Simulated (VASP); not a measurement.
Wanted: the native input for a VASP 6.6.1 run.

- Task: band structure
- Functional: TB-mBJ
- Potentials or basis: VASP PAW PBE potentials, release 64 (Ti_sv, O)
- Cutoff: 520 eV
- k mesh: 10 × 10 × 10
- Occupations: gaussian, width 0.03 eV
- Spin: no spin polarisation
- Further INCAR settings: ALGO = Normal; EDIFF = 1e-06; NBANDS = 33

The system is TiO2 (Anatase).

```xyz
6
Lattice="-1.8860 1.8860 4.7795 1.8860 -1.8860 4.7795 1.8860 1.8860 -4.7795" Properties=species:S:1:pos:R:3 pbc="T T T"
Ti    0.0000    0.0000    0.0000
Ti    0.0000    1.8860    2.3897
O     0.0000    0.0000    1.9841
O     0.0000    1.8860    4.3738
O     0.0000    1.8860    0.4057
O     0.0000    0.0000    7.5749
```

One way to write it, as run:

POSCAR

```
TiO2                                    
1.0
   -1.8860493893      1.8860493893      4.7794972993
    1.8860493893     -1.8860493893      4.7794972993
    1.8860493893      1.8860493893     -4.7794972993
  Ti              O             
     2     4
Direct
     0.0000000000000000    0.0000000000000000    0.0000000000000000
     0.7500000000000000    0.2500000000000000    0.5000000000000000
     0.2075587146242199    0.2075587146242199    0.0000000000000000
     0.9575587146242199    0.4575587146242199    0.5000000000000000
     0.5424412853757801    0.0424412853757801    0.5000000000000000
     0.7924412853757801    0.7924412853757801    0.0000000000000000
```

INCAR.step1

```
PREC = Accurate
ENCUT = 520
EDIFF = 1E-5
ISMEAR = 0
SIGMA = 0.03
LREAL = F
LASPH = T
NELM = 80
ALGO = Normal
ISIF = 2
LWAVE = T
LCHARG = F
LMAXMIX = 4
NBANDS = 33
KPAR = 2
GGA = PE
```

INCAR.step2

```
PREC = Accurate
ENCUT = 520
EDIFF = 1E-6
ISMEAR = 0
SIGMA = 0.03
LREAL = F
LASPH = T
NELM = 80
ALGO = Normal
ISIF = 2
LWAVE = F
LCHARG = F
LMAXMIX = 4
METAGGA = MBJ
NBANDS = 33
KPAR = 2
ISTART = 1
```

KPOINTS

```
Automatic mesh
0
Gamma
  10 10 10
```

KPOINTS_OPT

```
explicit points
188
Reciprocal
 0.0000000000  0.0000000000  0.0000000000 1
-0.0555555556  0.0555555556  0.0000000000 1
-0.1111111111  0.1111111111  0.0000000000 1
-0.1666666667  0.1666666667  0.0000000000 1
-0.2222222222  0.2222222222  0.0000000000 1
-0.2777777778  0.2777777778  0.0000000000 1
[... 180 lines left out ...]
 0.0265001700  0.0265001700  0.4734998300 1
-0.0265001700 -0.0265001700  0.5265001700 1
```

Potentials or basis: VASP PAW PBE potentials, release 64 (Ti_sv, O).

The run is started by

```console
$ cat potpaw_PBE.64/Ti_sv/POTCAR potpaw_PBE.64/O/POTCAR > POTCAR
$ cp INCAR.step1 INCAR
$ mpirun -np 2 vasp_std > vasp.out
$ cp INCAR.step2 INCAR
$ mpirun -np 2 vasp_std > vasp.out
```

It gave:

```yaml
Band_gap_on_the_k_mesh: 3.17 eV, indirect (least direct gap 3.50 eV)
Band_gap_along_the_path: 3.15 eV, indirect (least direct gap 3.50 eV)
```

Wall time 14 min on 2 MPI ranks on Intel(R) Xeon(R) 6975P-C (Granite Rapids), on a shared host, peak memory 0.49 GiB a rank.
